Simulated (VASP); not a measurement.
# PtSe2 (P-3m1) in VASP: further runs

One crystal, PtSe2, is run at these levels: LDA; tasks: relaxation of cell and atoms.

Program: VASP 6.6.1. These are calculated values, not measurements. Logs are shortened: lines on timing, memory, paths and dates and some standing lists are left out, and cuts for length are marked.

## (1) The structure

Symmetry: P-3m1, No. 164, trigonal system. The conventional cell has a = 3.724 Å, b = 3.724 Å, c = 5.062 Å, α = 90.00°, β = 90.00°, γ = 120.00°. Around Pt (site symmetry -3m) lie 6 Se at 2.49 Å. Around Se (site symmetry 3m) lie 3 Pt at 2.49 Å.

## (2) Relaxation of cell and atoms, LDA

Input file INCAR:

```
SYSTEM = PtSe2
PREC = Accurate
ENCUT = 520
EDIFF = 1E-7
ISMEAR = 0
SIGMA = 0.02
LREAL = .False.
LASPH = .True.
NELM = 100
ALGO = Fast
ISIF = 3
LWAVE = .False.
LCHARG = .False.
IBRION = 2
NSW = 80
EDIFFG = -0.002
```

Input file KPOINTS:

```
Automatic mesh
0
Gamma
  9 9 6
  0 0 0
```

Input file POSCAR:

```
PtSe2
1.0
    3.7240000000      0.0000000000      0.0000000000
   -1.8620000000      3.2250786000      0.0000000000
    0.0000000000      0.0000000000      5.0620000000
Pt Se
1 2
Direct
    0.0000000000      0.0000000000      0.0000000000
    0.3333333300      0.6666666700      0.2500000000
    0.6666666700      0.3333333300      0.7500000000
```

Potentials or basis: VASP PAW LDA potentials, release 64 (Pt, Se).

Started as:

```
> cat potpaw_LDA.64/Pt/POTCAR potpaw_LDA.64/Se/POTCAR > POTCAR
> mpirun -np 1 vasp_std > vasp.out
```

OUTCAR:

```text
SYSTEM = PtSe2
   PREC = Accurate
   ENCUT = 520
   EDIFF = 1E-7
   ISMEAR = 0
   LREAL = .False.
   LASPH = .True.
   NELM = 100
   ISIF = 3
   IBRION = 2
   NSW = 80
   EDIFFG = -0.002

 ion  position               nearest neighbor table
   1  0.000  0.000  0.000-   2 2.49   3 2.49   2 2.49   3 2.49   3 2.49   2 2.49
   2  0.333  0.667  0.250-   1 2.49   1 2.49   1 2.49
   3  0.667  0.333  0.750-   1 2.49   1 2.49   1 2.49

  LATTYP: Found a hexagonal cell.
 ALAT       =     3.7240000000
 C/A-ratio  =     1.3592910849

  Lattice vectors:

 A1 = (   3.7240000000,   0.0000000000,   0.0000000000)
 A2 = (  -1.8620000000,   3.2250786000,   0.0000000000)
 A3 = (   0.0000000000,   0.0000000000,   5.0620000000)

Analysis of symmetry for initial positions (statically):
=====================================================================
 Subroutine PRICEL returns:
 Original cell was already a primitive cell.

 Routine SETGRP: Setting up the symmetry group for a
 hexagonal supercell.

 Subroutine GETGRP returns: Found 12 space group operations
 (whereof 12 operations were pure point group operations)
 out of a pool of 24 trial point group operations.

The static configuration has the point symmetry D_3d.

Analysis of symmetry for dynamics (positions and initial velocities):
=====================================================================
 Subroutine PRICEL returns:
 Original cell was already a primitive cell.

 Routine SETGRP: Setting up the symmetry group for a
 hexagonal supercell.

 Subroutine GETGRP returns: Found 12 space group operations
 (whereof 12 operations were pure point group operations)
 out of a pool of 24 trial point group operations.

The dynamic configuration has the point symmetry D_3d.

 Subroutine INISYM returns: Found 12 space group operations
 (whereof 12 operations are pure point group operations),
 and found     1 'primitive' translations

----------------------------------------------------------------------------------------

                                     Primitive cell

  volume of cell :      60.7956

  direct lattice vectors                    reciprocal lattice vectors
     3.724000000  0.000000000  0.000000000     0.268528464  0.155034981  0.000000000
    -1.862000000  3.225078600  0.000000000     0.000000000  0.310069962  0.000000000
     0.000000000  0.000000000  5.062000000     0.000000000  0.000000000  0.197550375

  length of vectors
     3.724000000  3.723999997  5.062000000     0.310069962  0.310069962  0.197550375

  position of ions in fractional coordinates (direct lattice)
     0.000000000  0.000000000  0.000000000
     0.333333330  0.666666670  0.250000000
     0.666666670  0.333333330  0.750000000

  ion indices of the primitive-cell ions
   primitive index   ion index
                 1           1
                 2           2
                 3           3

----------------------------------------------------------------------------------------

 KPOINTS: Automatic mesh

Automatic generation of k-mesh.
 Grid dimensions read from file:
 generate k-points for:    9    9    6

 Generating k-lattice:

  Cartesian coordinates                     Fractional coordinates (reciprocal lattice)
     0.029836496  0.017226109  0.000000000     0.111111111  0.000000000  0.000000000
     0.000000000  0.034452218  0.000000000     0.000000000  0.111111111  0.000000000
     0.000000000  0.000000000  0.032925063     0.000000000  0.000000000  0.166666667

  Length of vectors
     0.034452218  0.034452218  0.032925063

  Shift w.r.t. Gamma in fractional coordinates (k-lattice)
     0.000000000  0.000000000  0.000000000

 Subroutine IBZKPT returns following result:
 ===========================================

 Found     62 irreducible k-points:

 Following reciprocal coordinates:
            Coordinates               Weight
  0.000000  0.000000  0.000000      1.000000
  0.111111  0.000000  0.000000      6.000000
  0.222222  0.000000  0.000000      6.000000
  0.333333 -0.000000  0.000000      6.000000
  0.444444  0.000000  0.000000      6.000000
  0.111111  0.111111  0.000000      6.000000
[... 16 lines left out ...]
  0.222222  0.111111  0.166667     12.000000
 -0.111111  0.333333  0.166667     12.000000
 [... further k-points ...]
   k-points           NKPTS =     62   k-points in BZ     NKDIM =     62   number of bands    NBANDS=     15
   number of dos      NEDOS =    301   number of ions     NIONS =      3
   total plane-waves  NPLWV =  31360
   dimension x,y,z NGX =    28 NGY =   28 NGZ =   40
   dimension x,y,z NGXF=    56 NGYF=   56 NGZF=   80
   ions per type =               1   2
   NGX,Y,Z   is equivalent  to a cutoff of  12.50, 12.50, 13.14 a.u.
   NGXF,Y,Z  is equivalent  to a cutoff of  25.00, 25.00, 26.27 a.u.
 SYSTEM =  PtSe2
   PREC   = accura    normal or accurate (medium, high low for compatibility)
   ISTART =      0    job   : 0-new  1-cont  2-samecut
   ICHARG =      2    charge: 1-file 2-atom 10-const
   ISPIN  =      1    spin polarized calculation?
   LNONCOLLINEAR =      F non collinear calculations
   LSORBIT =      F    spin-orbit coupling
   LASPH  =      T    aspherical Exc in radial PAW
   ENCUT  =  520.0 eV  38.22 Ry    6.18 a.u.   6.92  6.92  9.41*2*pi/ulx,y,z
   NELM   =    100;   NELMIN=  2; NELMDL= -5     # of ELM steps
   EDIFF  = 0.1E-06   stopping-criterion for ELM
   LREAL  =      F    real-space projection
   EDIFFG = -.2E-02   stopping-criterion for IOM
   NSW    =     80    number of steps for IOM
   IBRION =      2    ionic relax: 0-MD 1-quasi-New 2-CG
   NFREE  =      1    steps in history (QN), initial steepest desc. (CG)
   ISIF   =      3    stress and relaxation
   ISYM   =      2    0-nonsym 1-usesym 2-fastsym
   POTIM  = 0.5000    time-step for ionic-motion
   TEBEG  =    0.0;   TEEND  =   0.0 temperature during run
   PSTRESS=    0.0 pullay stress
   NELECT =      22.0000    total number of electrons
   NUPDOWN=      -1.0000    fix difference up-down
   EMIN   =  10.00;   EMAX   =-10.00  energy-range for DOS
   EFERMI =   0.00;   METHOD = LEGACY
   ISMEAR =     0;   SIGMA  =   0.02  broadening in eV -4-tet -1-fermi 0-gaus
   EFERMI_NEDOS =   21; number of points for ismear=-14 and -15
   IALGO  =     68    algorithm
   IMIX   =      4    mixing-type and parameters
     AMIX     =   0.40;   BMIX     =  1.00
     AMIX_MAG =   1.60;   BMIX_MAG =  1.00
  volume/ion in A,a.u.               =      20.27       136.76
  Fermi-wavevector in a.u.,A,eV,Ry     =   1.166608  2.204570 18.517184  1.360975
  Thomas-Fermi vector in A             =   2.303119
   LORBIT       =      0    0 simple, 1 ext, 2 COOP (PROOUT), +10 PAW based schemes
   GGA     = CA    functional components
   LHFCALC =     F    Hartree Fock is set to
   AEXX    =    0.0000 exact exchange contribution
   IVDW    =     0    specifies the selected vdW correction
   LEPSILON=     F    determine dielectric tensor
   LRPA    =     F    only Hartree local field effects (RPA)
 conjugate gradient relaxation of ions
 non-spin polarized calculation
 RMM-DIIS sequential band-by-band and
 Gauss-broadening in eV      SIGMA  =   0.02
  energy-cutoff  :      520.00
  volume of cell :       60.80
 maximum number of plane-waves:      1650
   NGX = 13   NGY = 13   NGZ = 19

--------------------------------------- Ionic step        1  -------------------------------------------

 number of electron      21.9999998 magnetization

 Free energy of the ion-electron system (eV)
  ---------------------------------------------------
  ext. energy  EPLUGINS =         0.00000000
  ---------------------------------------------------
  free energy    TOTEN  =       -17.05830077 eV

  energy without entropy =      -17.05808506  energy(sigma->0) =      -17.05819292

------------------------ aborting loop because EDIFF is reached ----------------------------------------

  FORCE on cell =-STRESS in cart. coord.  units (eV):
  Direction    XX          YY          ZZ          XY          YZ          ZX
  --------------------------------------------------------------------------------------
  -------------------------------------------------------------------------------------
  Total        0.1291160      0.1291160     -0.3447605     -0.0000000      0.0000000      0.0000000
  in kB        3.4026600      3.4026600     -9.0856497     -0.0000000      0.0000000      0.0000000
  external PRESSURE =      -0.7601099 kB  Pullay stress =       0.0000000 kB
[... 92 lines left out ...]
  FREE ENERGIE OF THE ION-ELECTRON SYSTEM (eV)
  ---------------------------------------------------
  free  energy   TOTEN  =       -17.0704864795 eV

  energy  without entropy=      -17.0703081878  energy(sigma->0) =      -17.07039733

[... ionic steps 4 to 15 ...]

--------------------------------------- Ionic step       16  -------------------------------------------

 number of electron      21.9999999 magnetization

------------------------ aborting loop because EDIFF is reached ----------------------------------------
[... 69 lines left out ...]
--------------------------------------- Ionic step       18  -------------------------------------------

 number of electron      21.9999999 magnetization

 Free energy of the ion-electron system (eV)
  ---------------------------------------------------
  ext. energy  EPLUGINS =         0.00000000
  ---------------------------------------------------
  free energy    TOTEN  =       -17.09108572 eV

  energy without entropy =      -17.09080939  energy(sigma->0) =      -17.09094755

 E-fermi :   7.0673     XC(G=0): -11.1997

 val. band max:        7.0277992273   @ k =   0.3333   0.3333   0.0000
 cond. band min:       7.0702402723   @ k =  -0.1111   0.4444   0.1667
 fundamental gap:      0.0424410450
 Fermi energy:         7.0672651139

 k-point     1 :       0.0000    0.0000    0.0000
  band No.  band energies     occupation
      1      -8.8409      2.00000
      2      -5.5542      2.00000
      3      -0.2654      2.00000
      4       0.6051      2.00000
      5       0.6051      2.00000
      6       3.1461      2.00000
      7       3.1461      2.00000
      8       4.5665      2.00000
      9       6.0430      2.00000
     10       6.0430      2.00000
     11       7.9142      0.00000
     12       8.1602      0.00000
     13       8.1602      0.00000
     14      10.2322      0.00000
[... 401 lines left out ...]
      2      -6.1542      2.00000
      3       0.2638      2.00000
      4       0.9341      2.00000
      5       1.2769      2.00000
      6       1.9815      2.00000
      7       2.7412      2.00000
      8       3.6266      2.00000
      9       4.6588      2.00000
     10       5.1062      2.00000
     11       6.6171      2.00000
     12       7.4088      0.00000
     13       8.4839      0.00000
     14      11.7267      0.00000
     15      13.2449      0.00000

 [... further k-points ...]
[... 5 lines left out ...]
  --------------------------------------------------------------------------------------
  -------------------------------------------------------------------------------------
  Total        0.0021982      0.0021982     -0.0048152      0.0000000      0.0000000      0.0000000
  in kB        0.0608987      0.0608987     -0.1334034      0.0000000      0.0000000      0.0000000
  external PRESSURE =      -0.0038687 kB  Pullay stress =       0.0000000 kB
[... 18 lines left out ...]
  FREE ENERGIE OF THE ION-ELECTRON SYSTEM (eV)
  ---------------------------------------------------
  free  energy   TOTEN  =       -17.0910857166 eV

  energy  without entropy=      -17.0908093882  energy(sigma->0) =      -17.09094755

 reached required accuracy - stopping structural energy minimisation
```

Run time: 5.1 min. Hardware: 1 thread of Intel Xeon Platinum 8488C (Sapphire Rapids), shared host; peak memory 0.2 GiB.

What came out:

| Quantity | Value |
| --- | --- |
| Free energy | -17.0911 eV |
| Relaxed volume | 19.28 Å³/atom |
| Relaxed cell | a = 3.743 Å, b = 3.743 Å, c = 4.767 Å, α = 90.00°, β = 90.00°, γ = 120.00° |
| Space group after relaxing (to 0.05 Å) | P-3m1 (No. 164) |
| Energy gained by relaxing | 10.9 meV/atom |
| Ionic steps | 18 |
| Pressure after relaxing | 0.0 GPa |
| Band gap on the k mesh | none (metal or under the smearing width) |

The path:
```
step  energy change (eV)  largest force (eV/Å)  pressure (GPa)  volume (Å³)
   1              0.0000                0.2259           -0.08        60.80
   2             -0.0062                0.1275           -0.83        60.71
   3             -0.0122                0.0875           -2.44        60.51
   4             -0.0138                0.0874           -2.37        60.38
   5             -0.0182                0.0872           -2.14        60.02
   6             -0.0254                0.0884           -1.65        59.29
   7             -0.0318                0.1109           -0.47        57.84
   8             -0.0318                0.1070           -0.56        57.94
   9             -0.0323                0.0693           -0.33        57.93
  10             -0.0325                0.0187           -0.01        57.91
  11             -0.0326                0.0161           -0.02        57.90
  12             -0.0327                0.0086           -0.04        57.90
  13             -0.0328                0.0063           -0.08        57.88
  14             -0.0328                0.0018           -0.07        57.89
  15             -0.0328                0.0099            0.03        57.84
  16             -0.0328                0.0077            0.00        57.86
  17             -0.0328                0.0061            0.00        57.85
  18             -0.0328                0.0012            0.00        57.83
```

Final structure:
```
Pt Se
1.0
     3.74296    0.00000    0.00000
    -1.87148    3.24149    0.00000
     0.00000    0.00000    4.76650
Pt Se
1 2
Direct
  0.00000 0.00000 0.00000
  0.33333 0.66667 0.26524
  0.66667 0.33333 0.73476
```

Levels at points of the mesh, in eV from the Fermi level:
```csv
k point,band 7,band 8,band 9,band 10,band 11,band 12,band 13,band 14,band 15
"(0.00, 0.00, 0.00)",-3.92,-2.50,-1.02,-1.02,0.85,1.09,1.09,3.16,4.17
"(0.00, 0.00, 0.50)",-3.98,-3.01,-1.76,-1.76,-1.67,2.42,2.42,4.94,6.63
```

Spin-orbit coupling is left out, which matters for the levels of Pt. Zero-point motion and thermal expansion aren't in these numbers.

## (3) Relaxation of cell and atoms, LDA

This run uses another cell than the first one, of 19.28 Å³/atom, 0.951 times its volume.

INCAR is that of step 2.

KPOINTS is that of step 2.

Input file POSCAR:

```
PtSe2                                   
1.0
    3.7429557898      0.0000000000     -0.0000000000
   -1.8714778949      3.2414947955     -0.0000000000
    0.0000000000      0.0000000000      4.7665018353
  Pt              Se            
     1     2
Direct
     0.0000000000000000    0.0000000000000000    0.0000000000000000
     0.3333333300000021    0.6666666699999979    0.2652413077223044
     0.6666666699999979    0.3333333300000021    0.7347586922776954
```

Potentials or basis: VASP PAW LDA potentials, release 64 (Pt, Se).

Started as:

```
> cat potpaw_LDA.64/Pt/POTCAR potpaw_LDA.64/Se/POTCAR > POTCAR
> mpirun -np 1 vasp_std > vasp.out
```

OUTCAR:

```text
SYSTEM = PtSe2
   PREC = Accurate
   ENCUT = 520
   EDIFF = 1E-7
   ISMEAR = 0
   LREAL = .False.
   LASPH = .True.
   NELM = 100
   ISIF = 3
   IBRION = 2
   NSW = 80
   EDIFFG = -0.002

 ion  position               nearest neighbor table
   1  0.000  0.000  0.000-   2 2.50   3 2.50   2 2.50   3 2.50   3 2.50   2 2.50
   2  0.333  0.667  0.265-   1 2.50   1 2.50   1 2.50
   3  0.667  0.333  0.735-   1 2.50   1 2.50   1 2.50

  LATTYP: Found a hexagonal cell.
 ALAT       =     3.7429557898
 C/A-ratio  =     1.2734592934

  Lattice vectors:

 A1 = (   3.7429557898,   0.0000000000,   0.0000000000)
 A2 = (  -1.8714778949,   3.2414947955,   0.0000000000)
 A3 = (   0.0000000000,   0.0000000000,   4.7665018353)

Analysis of symmetry for initial positions (statically):
=====================================================================
 Subroutine PRICEL returns:
 Original cell was already a primitive cell.

[... 378 lines left out ...]
  band No.  band energies     occupation
      1      -8.8399      2.00000
      2      -5.5496      2.00000
      3      -0.2624      2.00000
      4       0.6064      2.00000
      5       0.6064      2.00000
      6       3.1488      2.00000
      7       3.1488      2.00000
      8       4.5703      2.00000
      9       6.0445      2.00000
     10       6.0445      2.00000
     11       7.9183      0.00000
     12       8.1606      0.00000
     13       8.1606      0.00000
     14      10.2319      0.00000
[... 401 lines left out ...]
      2      -6.1511      2.00000
      3       0.2656      2.00000
      4       0.9362      2.00000
      5       1.2782      2.00000
      6       1.9853      2.00000
      7       2.7442      2.00000
      8       3.6291      2.00000
      9       4.6601      2.00000
     10       5.1091      2.00000
     11       6.6191      2.00000
     12       7.4118      0.00000
     13       8.4858      0.00000
     14      11.7288      0.00000
     15      13.2463      0.00000

 [... further k-points ...]
[... 5 lines left out ...]
  --------------------------------------------------------------------------------------
  -------------------------------------------------------------------------------------
  Total       -0.0013412     -0.0013412      0.0007957      0.0000000      0.0000000      0.0000000
  in kB       -0.0371639     -0.0371639      0.0220486      0.0000000      0.0000000      0.0000000
  external PRESSURE =      -0.0174264 kB  Pullay stress =       0.0000000 kB
[... 18 lines left out ...]
  FREE ENERGIE OF THE ION-ELECTRON SYSTEM (eV)
  ---------------------------------------------------
  free  energy   TOTEN  =       -17.0904315230 eV

  energy  without entropy=      -17.0901549302  energy(sigma->0) =      -17.09029323

 reached required accuracy - stopping structural energy minimisation
```

CONTCAR:

```text
PtSe2
   1.00000000000000
     3.7434459479641164    0.0000000000000000    0.0000000000000000
    -1.8717229739820582    3.2419192849205407    0.0000000000000000
     0.0000000000000000    0.0000000000000000    4.7643126839344161
  Pt              Se
     1     2
Direct
     0.0000000000000000    0.0000000000000000    1.0000000000000000
     0.3333333300000021    0.6666666699999979    0.2652762461597881
     0.6666666699999979    0.3333333300000021    0.7347237538402118

  0.00000000E+00  0.00000000E+00  0.00000000E+00
  0.00000000E+00  0.00000000E+00  0.00000000E+00
  0.00000000E+00  0.00000000E+00  0.00000000E+00
```

Run time: 92 s. Hardware: 1 thread of Intel Xeon Platinum 8488C (Sapphire Rapids), shared host; peak memory 0.19 GiB.

What came out:

```yaml
Free_energy: -17.0904 eV
Relaxed_volume: 19.27 Å³/atom
Relaxed_cell: a = 3.743 Å, b = 3.743 Å, c = 4.764 Å, α = 90.00°, β = 90.00°, γ = 120.00°
Space_group_after_relaxing_to_0.05_Å: P-3m1 (No. 164)
Energy_gained_by_relaxing: 0.0 meV/atom
Ionic_steps: 6
Pressure_after_relaxing: 0.0 GPa
Band_gap_on_the_k_mesh: none (metal or under the smearing width)
```

Final structure:
```
CELL_PARAMETERS angstrom
3.74345 0.00000 0.00000
-1.87172 3.24192 0.00000
0.00000 0.00000 4.76431
ATOMIC_POSITIONS crystal
Pt 0.00000 0.00000 0.00000
Se 0.33333 0.66667 0.26528
Se 0.66667 0.33333 0.73472
```

The run has no spin-orbit coupling, so splittings on Pt are missing.
